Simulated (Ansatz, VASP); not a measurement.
# AlN (AlN (P6_3mc)): VASP beside Ansatz, part 3 of 3

One calculation is typed for both programs; each brings its own data sets. How far apart do they land? Of the first pair: The cell is taken from a series of runs on this material, whose earlier steps may have relaxed, scaled, displaced or heated it; both programs get it as it stands.

VASP 6.6.1 and Ansatz 0.2.0.

So far. Step 6 (VASP: single point, r2SCAN, pair 2): The run ends at a pressure of -0.36 GPa, with forces up to 0.019 eV/Å.

### Step 8. Ansatz: relaxation, r2SCAN

Level of this step: Ansatz beside VASP: Kohn-Sham DFT, plane waves, r2SCAN (Ansatz).

The two programs are compared at the cell with which this relaxation starts, whose forces are those of its first step. This pair takes another cell of the material, with 71 atoms against 72 for the pair before.

The structure compared here is the start of the Ansatz relaxation; VASP solves that cell, so the two are compared at the walk's first step.

input.yaml

```yaml
crystal:
  lattice:
    - [9.32008818, 9.0e-08, 0.0]
    - [-4.66004417, 8.07143309, 0.0]
    - [0.0, 0.0, 9.95712071]
  atoms:
    - { symbol: Al, position: [0.22222222, 0.11111111, 0.24960226] }
    - { symbol: Al, position: [0.11111111, 0.22222222, 0.49960226] }
    - { symbol: "N", position: [0.22222222, 0.11111111, 0.44039774] }
    - { symbol: "N", position: [0.11111111, 0.22222222, 0.19039774] }
    - { symbol: Al, position: [0.22222222, 0.11111111, 0.74960226] }
    - { symbol: Al, position: [0.11111111, 0.22222222, 0.99960226] }
    - { symbol: "N", position: [0.22222222, 0.11111111, 0.94039774] }
    - { symbol: "N", position: [0.11111111, 0.22222222, 0.69039774] }
    - { symbol: Al, position: [0.22222222, 0.44444444, 0.24960226] }
    - { symbol: Al, position: [0.11111111, 0.55555556, 0.49960226] }
    - { symbol: "N", position: [0.22222222, 0.44444444, 0.44039774] }
    - { symbol: "N", position: [0.11111111, 0.55555556, 0.19039774] }
    - { symbol: Al, position: [0.22222222, 0.44444444, 0.74960226] }
    - { symbol: Al, position: [0.11111111, 0.55555556, 0.99960226] }
    - { symbol: "N", position: [0.22222222, 0.44444444, 0.94039774] }
    - { symbol: "N", position: [0.11111111, 0.55555556, 0.69039774] }
    - { symbol: Al, position: [0.22222222, 0.77777778, 0.24960226] }
    - { symbol: Al, position: [0.11111111, 0.88888889, 0.49960226] }
    - { symbol: "N", position: [0.22222222, 0.77777778, 0.44039774] }
    - { symbol: "N", position: [0.11111111, 0.88888889, 0.19039774] }
    - { symbol: Al, position: [0.22222222, 0.77777778, 0.74960226] }
    - { symbol: Al, position: [0.11111111, 0.88888889, 0.99960226] }
    - { symbol: "N", position: [0.22222222, 0.77777778, 0.94039774] }
    - { symbol: "N", position: [0.11111111, 0.88888889, 0.69039774] }
    - { symbol: Al, position: [0.55555556, 0.11111111, 0.24960226] }
    - { symbol: Al, position: [0.44444444, 0.22222222, 0.49960226] }
    - { symbol: "N", position: [0.55555556, 0.11111111, 0.44039774] }
    - { symbol: "N", position: [0.44444444, 0.22222222, 0.19039774] }
    - { symbol: Al, position: [0.55555556, 0.11111111, 0.74960226] }
    - { symbol: Al, position: [0.44444444, 0.22222222, 0.99960226] }
    - { symbol: "N", position: [0.55555556, 0.11111111, 0.94039774] }
    - { symbol: "N", position: [0.44444444, 0.22222222, 0.69039774] }
    - { symbol: Al, position: [0.55555556, 0.44444444, 0.24960226] }
    - { symbol: Al, position: [0.44444444, 0.55555556, 0.49960226] }
    - { symbol: "N", position: [0.44444444, 0.55555556, 0.19039774] }
    - { symbol: Al, position: [0.55555556, 0.44444444, 0.74960226] }
    - { symbol: Al, position: [0.44444444, 0.55555556, 0.99960226] }
    - { symbol: "N", position: [0.55555556, 0.44444444, 0.94039774] }
    - { symbol: "N", position: [0.44444444, 0.55555556, 0.69039774] }
    - { symbol: Al, position: [0.55555556, 0.77777778, 0.24960226] }
    - { symbol: Al, position: [0.44444444, 0.88888889, 0.49960226] }
    - { symbol: "N", position: [0.55555556, 0.77777778, 0.44039774] }
    - { symbol: "N", position: [0.44444444, 0.88888889, 0.19039774] }
    - { symbol: Al, position: [0.55555556, 0.77777778, 0.74960226] }
    - { symbol: Al, position: [0.44444444, 0.88888889, 0.99960226] }
    - { symbol: "N", position: [0.55555556, 0.77777778, 0.94039774] }
    - { symbol: "N", position: [0.44444444, 0.88888889, 0.69039774] }
    - { symbol: Al, position: [0.88888889, 0.11111111, 0.24960226] }
    - { symbol: Al, position: [0.77777778, 0.22222222, 0.49960226] }
    - { symbol: "N", position: [0.88888889, 0.11111111, 0.44039774] }
    - { symbol: "N", position: [0.77777778, 0.22222222, 0.19039774] }
    - { symbol: Al, position: [0.88888889, 0.11111111, 0.74960226] }
    - { symbol: Al, position: [0.77777778, 0.22222222, 0.99960226] }
    - { symbol: "N", position: [0.88888889, 0.11111111, 0.94039774] }
    - { symbol: "N", position: [0.77777778, 0.22222222, 0.69039774] }
    - { symbol: Al, position: [0.88888889, 0.44444444, 0.24960226] }
    - { symbol: Al, position: [0.77777778, 0.55555556, 0.49960226] }
    - { symbol: "N", position: [0.88888889, 0.44444444, 0.44039774] }
    - { symbol: "N", position: [0.77777778, 0.55555556, 0.19039774] }
    - { symbol: Al, position: [0.88888889, 0.44444444, 0.74960226] }
    - { symbol: Al, position: [0.77777778, 0.55555556, 0.99960226] }
    - { symbol: "N", position: [0.88888889, 0.44444444, 0.94039774] }
    - { symbol: "N", position: [0.77777778, 0.55555556, 0.69039774] }
    - { symbol: Al, position: [0.88888889, 0.77777778, 0.24960226] }
    - { symbol: Al, position: [0.77777778, 0.88888889, 0.49960226] }
    - { symbol: "N", position: [0.88888889, 0.77777778, 0.44039774] }
    - { symbol: "N", position: [0.77777778, 0.88888889, 0.19039774] }
    - { symbol: Al, position: [0.88888889, 0.77777778, 0.74960226] }
    - { symbol: Al, position: [0.77777778, 0.88888889, 0.99960226] }
    - { symbol: "N", position: [0.88888889, 0.77777778, 0.94039774] }
    - { symbol: "N", position: [0.77777778, 0.88888889, 0.69039774] }
  host:
    repeats: [3, 3, 2]
    atoms:
      - { symbol: Al, position: [0.66666667, 0.33333333, 0.49920451] }
      - { symbol: Al, position: [0.33333333, 0.66666667, 0.99920451] }
      - { symbol: "N", position: [0.66666667, 0.33333333, 0.88079549] }
      - { symbol: "N", position: [0.33333333, 0.66666667, 0.38079549] }
total_charge: 1
basis:
  ecutwfc: 500
  xc_grid: 2
hamiltonian:
  xc: r2scan
kpoints:
  mp_grid: { grid: [1, 1, 1], shift: [0.25, 0.25, 0.25] }
scf:
  occupations: { method: fixed }
  max_iter: 60
output:
  forces: true
  charged_corrections:
    epsilon: [4.48, 4.48, 4.71]
    static_epsilon: [8.13, 8.13, 9.66]
    defect_position: [0.555556, 0.444444, 0.440398]
relax:
  f_tol: 0.02
  max_steps: 80
  random_displacement: { amplitude: 0.05, seed: 6718 }
checkpoint:
  write: "../qp1.relax.run"
  compress: false
  write_wavefunctions: true
  write_every: 100000
```

Started as:

```bash
$ ansatz run input.yaml --threads 4 --pin off --max-ram 7536MiB --backend cpu --events-out ev --progress --plain --runs-dir out
```

Numbers of over 12 decimals in the logs are rounded to 6 here.

What it wrote:

```text
[...]
Crystal: 71 atoms, lattice volume = 749.039 Å³
Basis set: ecut = 500 eV, 18913 PW (Γ), exchange–correlation on 144×144×150 points (8 copies of the dense FFT grid, shifted against one another)
Bands: 212, of which v1, the nominal top of the filled ones, is band 141 counted from 1 (140 counted from 0)
Symmetry: 1 space group operations
k-points: 1
[...]
SCF iter   1: F=—  HF=-33041.284288 eV  |F-HF|=—  |Δ(HF+E_count)|=         —  Δρ=9.92e-3  dr2=1.52e0  dr2_τ=5.66e0  ethr=1.77e-3  ⟨swp⟩=4.0  Hψ=726  notcnv=0  defer=68
[...]
- { symbol: Al, position: [0.111099, 0.556615, 0.999962] }
    - { symbol: N, position: [0.222226, 0.445585, 0.940815] }
    - { symbol: N, position: [0.111028, 0.555999, 0.690454] }
[...]
- { symbol: Al, position: [0.889251, 0.779744, 0.249676] }
    - { symbol: Al, position: [0.778341, 0.890378, 0.500751] }
    - { symbol: N, position: [0.888050, 0.778035, 0.440545] }
    - { symbol: N, position: [0.777853, 0.889441, 0.190611] }
    - { symbol: Al, position: [0.889029, 0.779455, 0.750443] }
    - { symbol: Al, position: [0.777805, 0.889918, 0.999911] }
    - { symbol: N, position: [0.888576, 0.778437, 0.940863] }
    - { symbol: N, position: [0.777814, 0.889536, 0.690755] }
```

### Step 9. VASP: single point, r2SCAN, start cell, pair 3

The same cell, functional and mesh now go to VASP, with its own data sets.

INCAR

```
SYSTEM = Al36N35
PREC = Accurate
ENCUT = 580
EDIFF = 1E-06
NELM = 120
ISMEAR = 0
SIGMA = 0.01
LREAL = Auto
ALGO = Normal
METAGGA = R2SCAN
LASPH = .TRUE.
NELECT = 282
NBANDS = 192
LORBIT = 11
LWAVE = .FALSE.
LCHARG = .FALSE.
ISIF = 2
ISYM = 0
GGA_COMPAT = .FALSE.
EFERMI = MIDGAP
LMIXTAU = .TRUE.
NCORE = 2
```

POSCAR

```
Al36N35
1.0
    9.3200881827      0.0000000860      0.0000000000
   -4.6600441658      8.0714330888      0.0000000000
    0.0000000000      0.0000000000      9.9571207050
Al N
36 35
Direct
    0.2211999930      0.1153432074      0.2474072649
    0.1159546389      0.2265885091      0.4970552378
    0.2205999181      0.1146012078      0.7522998085
    0.1151949256      0.2272634822      0.0021272510
    0.2180323713      0.4399275745      0.2466796449
    0.1167785086      0.5597878271      0.5011502971
    0.2169138302      0.4397443356      0.7478609751
    0.1122627891      0.5606745346      0.9971001953
    0.2219942774      0.7822980023      0.2470791580
    0.1069780535      0.8857287067      0.5031999861
    0.2177221363      0.7788843582      0.7481749213
    0.1159312365      0.8897313415      0.0023942961
    0.5517061672      0.1116547635      0.2464177218
    0.4501861699      0.2240823831      0.5012323490
    0.5574221390      0.1164444953      0.7471602706
    0.4485746955      0.2277389828      0.0014912238
    0.5517135115      0.4397981020      0.2526036466
    0.4425004544      0.5496613691      0.5008293208
    0.5497126178      0.4427076225      0.7508484854
    0.4461972588      0.5614637341      0.9985950050
    0.5560987249      0.7757300201      0.2541088006
    0.4413162529      0.8826998730      0.4993898485
    0.5573212027      0.7761161969      0.7537849768
    0.4453718863      0.8917950360      0.9951950261
    0.8832146535      0.1062102497      0.2490299228
    0.7733305248      0.2187660994      0.5029020084
    0.8844417921      0.1126132019      0.7498464889
    0.7833414018      0.2269609266      0.0008355121
    0.8935416252      0.4439772818      0.2475641376
    0.7740720105      0.5517150281      0.5031701582
    0.8903217751      0.4452325732      0.7447173957
    0.7805145957      0.5553292561      0.0038526494
    0.8913254980      0.7819728980      0.2532834616
    0.7723188616      0.8866649646      0.4972762857
    0.8857341699      0.7722301424      0.7473965839
    0.7792249999      0.8936730137      0.0026671661
    0.2163419199      0.1076866985      0.4419107823
    0.1098656205      0.2255743151      0.1871800147
    0.2250855053      0.1147102343      0.9364338624
    0.1140665065      0.2225776972      0.6861112969
    0.2192963221      0.4385943540      0.4420492761
    0.1154083874      0.5540446090      0.1915585897
    0.2226524381      0.4494889496      0.9425564155
    0.1085998629      0.5537626270      0.6949605418
    0.2182424038      0.7759330855      0.4442433843
    0.1082781947      0.8865118390      0.1860235559
    0.2200512219      0.7794462163      0.9443314266
    0.1153654822      0.8884277316      0.6931277831
    0.5564168509      0.1066541645      0.4423467517
    0.4405603030      0.2243708078      0.1895965768
    0.5531760080      0.1143785673      0.9383756888
    0.4450189776      0.2276306997      0.6918192723
    0.4497601572      0.5605572036      0.1917524209
    0.5514132211      0.4428313923      0.9366887553
    0.4436156694      0.5604191860      0.6897993108
    0.5547489172      0.7801526548      0.4446433995
    0.4461021101      0.8869149856      0.1944632447
    0.5503679311      0.7761080199      0.9430024279
    0.4488703100      0.8948296891      0.6908077349
    0.8851610413      0.1132057856      0.4419320736
    0.7821449012      0.2279339880      0.1890644952
    0.8911638815      0.1147898909      0.9444172948
    0.7775936629      0.2178448255      0.6873805393
    0.8932876341      0.4504166588      0.4402227441
    0.7834775729      0.5597511474      0.1888873356
    0.8946331636      0.4485850137      0.9389404103
    0.7731453402      0.5567914501      0.6906425265
    0.8933518014      0.7768807415      0.4422824761
    0.7768345238      0.8897841132      0.1856024502
    0.8853406444      0.7803393591      0.9397099098
    0.7779674777      0.8850545937      0.6938133226
```

KPOINTS

```
Points of the shifted mesh
1
Reciprocal
 0.2500000000  0.2500000000  0.2500000000 1
```

PAW data sets: Al and N (PBE family, release 64).

Started as:

```bash
$ mpirun -np 8 vasp_std
```

What it wrote:

```text
[banner, memory and clock lines left out]
running    8 mpi-ranks, on    1 nodes
[...]
[... a notice as in an earlier step ...]

 LDA part: xc-table for (None), standard interpolation
 POSCAR, INCAR and KPOINTS ok, starting setup
[...]
entering main loop
       N       E                     dE             d eps       ncg     rms          rms(c)
DAV:   1     0.113004406393E+04    0.11300E+04   -0.14514E+05   384   0.151E+03
DAV:   2    -0.687789067521E+03   -0.18178E+04   -0.17391E+04   472   0.299E+02
DAV:   3    -0.835449627319E+03   -0.14766E+03   -0.14646E+03   464   0.919E+01
DAV:   4    -0.837883279258E+03   -0.24337E+01   -0.24252E+01   464   0.124E+01
DAV:   5    -0.837926926071E+03   -0.43647E-01   -0.43603E-01   456   0.157E+00BRMIX: very serious problems
 the old and the new charge density differ
 old charge density:   283.00000 new  282.00000
    0.528E+01
DAV:   6    -0.710671533292E+03    0.12726E+03   -0.29394E+02   448   0.334E+01    0.236E+01
DAV:   7    -0.685120304044E+03    0.25551E+02   -0.13793E+01   440   0.103E+01    0.133E+01
DAV:   8    -0.710400574118E+03   -0.25280E+02   -0.91713E+00   400   0.980E+00    0.758E+00
DAV:   9    -0.677565059604E+03    0.32836E+02   -0.93192E+00   400   0.833E+00    0.206E+00
[...]
DAV:  22    -0.684640927736E+03   -0.91158E-05   -0.10654E-05   432   0.117E-02    0.232E-03
DAV:  23    -0.684640929363E+03   -0.16267E-05   -0.65277E-07   240   0.303E-03    0.360E-03
DAV:  24    -0.684640929693E+03   -0.33045E-06   -0.24956E-07   216   0.184E-03
   1 F= -.68464093E+03 E0= -.68464093E+03  d E =0.000000E+00
```

OUTCAR, selected parts (step 9):

```text
 POSITION                                       TOTAL-FORCE (eV/Angst)
 -----------------------------------------------------------------------------------
      1.52410      0.93098      2.46346        -0.481450     -1.035407      0.403606
      0.02479      1.82889      4.94924        -1.050978     -1.810606      0.673482
      1.52196      0.92500      7.49074         0.266048     -0.737738     -0.570807
      0.01457      1.83434      0.02118        -0.116168     -0.258357     -1.054320
     -0.01800      3.55085      2.45622         0.425335      1.065027      0.342845
     -1.52025      4.51829      4.99001        -0.583440     -0.674070      0.227084
     -0.02757      3.54937      7.44654         0.232966      0.578799      0.798333
     -1.56647      4.52545      9.92825         0.517591     -0.395883      0.626838
     -1.57654      6.31427      2.46020         0.545816     -0.941874      0.557451
     -3.13049      7.14910      5.01042         0.821009      0.606606      0.313819
     -1.60045      6.28671      7.44967         1.637943     -0.008139      0.822535
     -3.06570      7.18141      0.02384        -1.623011      0.348191     -1.382154
      4.62163      0.90121      2.45361         1.118048     -0.201653      0.399522
      3.15154      1.80867      4.99083        -0.871646     -1.809653      0.178139
[...]
-----------------------------------------------------------------------------------
    total drift:                               -0.000752     -0.008580     -0.057170

  FREE ENERGIE OF THE ION-ELECTRON SYSTEM (eV)
  ---------------------------------------------------
  free  energy   TOTEN  =      -684.6409296934 eV

  energy  without entropy=     -684.6409296934  energy(sigma->0) =     -684.64092969
```

The run ends at a pressure of -2.34 GPa, with forces up to 2.2 eV/Å.

### Step 10. Comparison

What differs besides the data sets and the points named for the pairs above, as far as they apply: fixed occupations in Ansatz, narrow Gaussian smearing in VASP. Total energies have different zeros and are not compared.

Forces on 9 of the 71 atoms, those with the largest forces and the largest differences (eV/Å; atoms numbered as in POSCAR):

```
atom          Ansatz x, y, z            VASP x, y, z
 Al2   -1.043, -1.797, 0.657   -1.051, -1.811, 0.673
Al11     1.621, 0.004, 0.814    1.638, -0.008, 0.823
Al12   -1.613, 0.341, -1.373   -1.623, 0.348, -1.382
Al14   -0.867, -1.804, 0.178   -0.872, -1.810, 0.178
Al17    0.513, 1.421, -1.538    0.521, 1.426, -1.543
 N48   -1.501, 0.399, -0.513   -1.522, 0.409, -0.512
 N56   0.724, -1.766, -0.857   0.727, -1.771, -0.868
 N65   -0.779, -0.844, 1.627   -0.775, -0.846, 1.646
 N68  -1.900, -0.646, -0.169  -1.914, -0.642, -0.172
```

The forces differ by 7.4 meV/Å r.m.s., which is 0.9 % of the r.m.s. force of 0.810 eV/Å (both taken over all components). The cell carries a charge of +1 e against a uniform background, so its pressure also hangs on how the neutralising background is counted, and in a defect's cell a gap may be the spacing between its levels.

### Step 11. Results

```yaml
difference_in_gap_on_the_k_mesh_single_point_r2scan_pair_1: -0.040 eV
difference_in_gap_on_the_k_mesh_single_point_r2scan_pair_2: 0.0012 eV
r_m_s_force_difference_single_point_r2scan_start_cell_pair_3: 0.92 % of the r.m.s. force
```

The difference in gap on the k mesh is -0.040 eV (single point, r2SCAN, pair 1), within the 0.08 eV picked in this series as the mark of a large difference. 2 further runs of this series are not shown here. How closely two codes agree says nothing of how well the functional describes the real material.

[Lines on the potential files, build, host, timing and source positions are cut from VASP's logs without a mark.]

[Logs are printed without paths, hosts, clocks, repeated set-up lines and the standing remarks that a program may print on its own settings, such as how far it seeks lower states.]

[Hosts, paths, dates, database ids (printed as entryN), source tags and the programs' standing remarks are cut or masked in the printed files.]
